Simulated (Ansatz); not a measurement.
Input of an Ansatz 0.2.0 run:

File input.yaml:

```yaml
crystal:
  lattice:
    - [-1.602103413, 1.602103413, 2.08339225]
    - [1.602103413, -1.602103413, 2.08339225]
    - [1.602103413, 1.602103413, -2.08339225]
  atoms:
    - { symbol: Fe, position: [0.0, 0.0, 0.0], spin: 3.0 }
    - { symbol: O, position: [0.5, 0.5, 0.0] }
hamiltonian:
  xc: pbe
  pseudopotentials: { kind: paw }
magnetization:
  spin_polarized: true
kpoints:
  mp_grid: { grid: [12, 12, 12] }
scf:
  occupations: { method: fermi_dirac, width: 0.05 }
output:
  forces: true
  stress: true
  eigenvalues: true
```

Potentials or basis: Ansatz PAW.

Run with:

```sh
$ ansatz run input.yaml --threads 2 --pin off --max-ram 5120MiB --backend cpu --events-out ev --progress --plain --runs-dir out
```

Q: Estimate the absolute moment.

A: 4.01 μB per cell.

Q: Estimate the site moments.

A: Fe +3.40; O +0.31 μB.

Q: Estimate the band gap on the k mesh.

A: None (metal or under the smearing width).

Q: Predict the pressure.

A: -8.7 GPa.

Stress tensor (GPa, compression positive):
```
-10.25   0.00   0.00
  0.00 -10.25   0.00
  0.00   0.00  -5.60
```

Caveat: the pressure holds a Pulay correction of +0.6 GPa for the finite cutoff; a cell with one magnetic atom can't hold antiferromagnetic order, which such compounds often take; semilocal functionals often make such compounds metallic where correlation or magnetic order opens a gap, which also shifts bond lengths. With open d or f shells a metallic result of PBE can be an artefact of self-interaction; +U or a hybrid may open a gap.
